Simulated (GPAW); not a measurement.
This GPAW 26.7.0 run on CuO needs a look.

Contents of run.py:

```python
from ase.dft.bandgap import bandgap
from ase.io import read, write
from ase.units import GPa
from gpaw import GPAW, PW

atoms = read('POSCAR')

calc = GPAW(mode=PW(800),
            xc='PBE',
            kpts={'size': (6, 6, 4), 'gamma': True},
            occupations={'name': 'fermi-dirac', 'width': 0.05},
            nbands=33,
            convergence={'density': 1e-05, 'forces': 0.0001},
            mixer={'backend': 'pulay', 'beta': 0.9, 'nmaxold': 1, 'weight': 1.0},
            maxiter=75,
            txt='gpaw.txt')
atoms.calc = calc
energy = atoms.get_potential_energy()
forces = atoms.get_forces()
stress = atoms.get_stress()
calc.write('gs.gpw')
write('result.traj', atoms)
print(f'Energy: {energy:.6f} eV')
print('Forces (eV/A):')
print(forces.round(4))
print('Stress (GPa):', (stress / GPa).round(3))
print('Fermi level:', round(calc.get_fermi_level(), 4), 'eV')
print(f'Gap: {bandgap(calc)[0]:.4f} eV, direct: {bandgap(calc, direct=True)[0]:.4f} eV')
```

The input POSCAR:

```
CuO
1.0
    3.1795331014      0.0000000000      0.0000000000
   -1.5897665507      2.7535564380      0.0000000000
    0.0000000000      0.0000000000      4.4314907300
Cu O
2 2
Direct
    0.0000000000      0.0000000000      0.0000000000
    0.0000000000      0.0000000000      0.5000000000
    0.3333333333      0.6666666667      0.2500000000
    0.6666666667      0.3333333333      0.7500000000
```

Potentials or basis: GPAW PAW data sets (gpaw-data 1.2.1), pw.

Launch:

```console
$ OMP_NUM_THREADS=1 python run.py
```

gpaw.txt:

```text
__  _  _
 | _ |_)|_||  |
 |__||  | ||/\| - 26.7.0

Input parameters:
  mode=PW(ecut=800.0),
  convergence={'density': 1e-05, 'forces': 0.0001},
  kpts=MonkhorstPack(size=(6, 6, 4), gamma=True),
  maxiter=75,
  mixer=Pulay(name='pulay', nmaxold=1, beta=0.9, weight=1.0, sigma=0.015, g_ss=None),
  nbands=33,
  occupations=Occupations(name='fermi-dirac', width=0.05),
  xc=XC(name='PBE')

Diagonalizing LCAO Hamiltonian
Converting LCAO to pw mode

            O

       Cu
         O

       Cu

Atoms  # Å, Bohr magnetons
|   | symbol |         x |        y |        z |    initial magnetic moments |
|---|--------|-----------|----------|----------|-----------------------------|
[... 136 lines left out ...]
  No metric

occupation numbers:
  Fermi-Dirac:
    width: 0.0500  # eV

poisson solver:
  ecut: 6400.0  # eV

xc functional:
  name: PBE with 2 nearest neighbor stencil

convergence criteria:
- Maximum integral of absolute [dens]ity change: 1e-05 electrons / valence electron
- Maximum change in the atomic [forces] across last 2 cycles: 0.0001 eV/Ang OR
Maximum error relative to the maximum force is below inf
- Maximum [total energy] change in last 3 cyles: 0.0005 eV / valence electron
- Maximum integral of absolute [eigenst]ate change: 4e-08 eV^2 / valence electron
maximum number of iterations: 75

SCF iterations
|iter     | |      energy | eigst |  dens |force |
|---------|-|-------------|-------|-------|------|
|iter:   1| |  -23.977531 | +0.10 |       |      |
|iter:   2| |  -76.880635 | +0.17 | -0.89 |      |
|iter:   3| | -435.521318 | +1.35 | -0.52 |      |
|iter:   4| |-2260.133350 | +2.16 | -0.01 |      |
|iter:   5| |-1973.371346 | +3.17 | +0.15 |      |
|iter:   6| |-3069.478784 | +3.01 | +0.20 |      |
|iter:   7| |-2211.223742 | +3.19 | +0.20 |      |
|iter:   8| |-3066.611749 | +3.33 | +0.20 |      |
|iter:   9| |-2375.263631 | +3.22 | +0.20 |      |
|iter:  10| |-3167.786865 | +3.58 | +0.20 |      |
|iter:  11| |-2521.603733 | +3.27 | +0.21 |      |
|iter:  12| |-3255.475121 | +3.67 | +0.21 |      |
|iter:  13| |-2692.484100 | +3.31 | +0.21 |      |
[... 34 lines left out ...]
|iter:  48| |-3362.990829 | +3.85 | +0.21 |      |
|iter:  49| |-2934.955262 | +3.31 | +0.21 |      |
|iter:  50| |-3359.412177 | +3.87 | +0.21 |      |
|iter:  51| |-2939.217422 | +3.31 | +0.21 |      |
|iter:  52| |-3361.309451 | +3.88 | +0.21 |      |
|iter:  53| |-2950.819368 | +3.32 | +0.21 |      |
|iter:  54| |-3359.644825 | +3.91 | +0.21 |      |
|iter:  55| |-2936.569062 | +3.32 | +0.21 |      |
|iter:  56| |-3358.532667 | +3.88 | +0.21 |      |
|iter:  57| |-2934.962399 | +3.33 | +0.21 |      |
```

What happened, and what is wrong with the input?

The calculation hadn't finished when its time ran out. The input holds a flaw that was put in on purpose: density mixing far too strong (mixer = backend pulay, beta 0.9, nmaxold 1, weight 1.0).
